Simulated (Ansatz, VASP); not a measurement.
One calculation of C, two programs

File INCAR:

```
PREC = Accurate ; ENCUT = 520
EDIFF = 1E-6 ; ISMEAR = 0
SIGMA = 0.05 ; LREAL = F
LASPH = T ; NELM = 60
ALGO = Normal ; ISIF = 2
LWAVE = F ; LCHARG = F
GGA = PE ; IVDW = 12
NBANDS = 11
```

The input KPOINTS:

```
Automatic mesh
0
Gamma
  15 15 15
```

File POSCAR:

```
C
1.0
    1.2633109298      0.7293729054      3.4454225316
   -1.2633109298      0.7293729054      3.4454225316
    0.0000000000     -1.4587458108      3.4454225316
C
2
Direct
    0.1760162971      0.1760162971      0.1760162971
    0.8239837029      0.8239837029      0.8239837029
```

Input for Ansatz:

```yaml
crystal:
  lattice:
    - [1.2633109298, 0.7293729054, 3.4454225316]
    - [-1.2633109298, 0.7293729054, 3.4454225316]
    - [0.0, -1.4587458108, 3.4454225316]
  atoms:
    - { symbol: C, position: [0.1760162971, 0.1760162971, 0.1760162971] }
    - { symbol: C, position: [0.8239837029, 0.8239837029, 0.8239837029] }
basis:
  ecutwfc: 520.0
kpoints:
  mp_grid: { grid: [15, 15, 15] }
hamiltonian:
  xc: pbe
  dispersion: d3bj
scf:
  occupations: { method: gaussian, width: 0.05 }
output:
  forces: true
  stress: true
  eigenvalues: true
```

Change from the starting cell: mode 4 frozen in at +0.095 Å, equal normal strain along x, y and z +0.0250.

Alike in both runs: task single point; functional PBE; dispersion D3(BJ); k mesh 15 × 15 × 15; occupations gaussian, width 0.05 eV; no spin polarisation.

```csv
,VASP,Ansatz
version,VASP 6.6.1,Ansatz 0.2.0
potentials or method,"VASP PAW PBE potentials, release 64 (C)","scalar-relativistic, plane waves, PAW"
plane-wave cutoff (eV),520,520
valence electrons in the cell,8,8
```

```tsv
	VASP	Ansatz	Ansatz less VASP
gap on the k mesh at the Fermi level (eV)	0.36	0.36	0.000
least direct gap on the mesh (eV)	0.36	0.36	0.000
pressure (GPa)	-19.6	-19.9	-0.36
largest component of the traceless stress (GPa)	13.82	14.23	+0.407
rms of the force components (eV/Å)	1.857	1.864	+0.0066
```

Atom by atom the forces differ by 0.007 eV/Å (rms over components).

Caveats: so large a pressure means that the cell lies far from this level's equilibrium, or that cutoff or potentials fall short (VASP); an odd mesh through Γ misses points on the zone boundary, where band edges often lie; forces of over 1 eV/Å show positions far from the minimum, so gaps and moduli don't describe the material at rest.
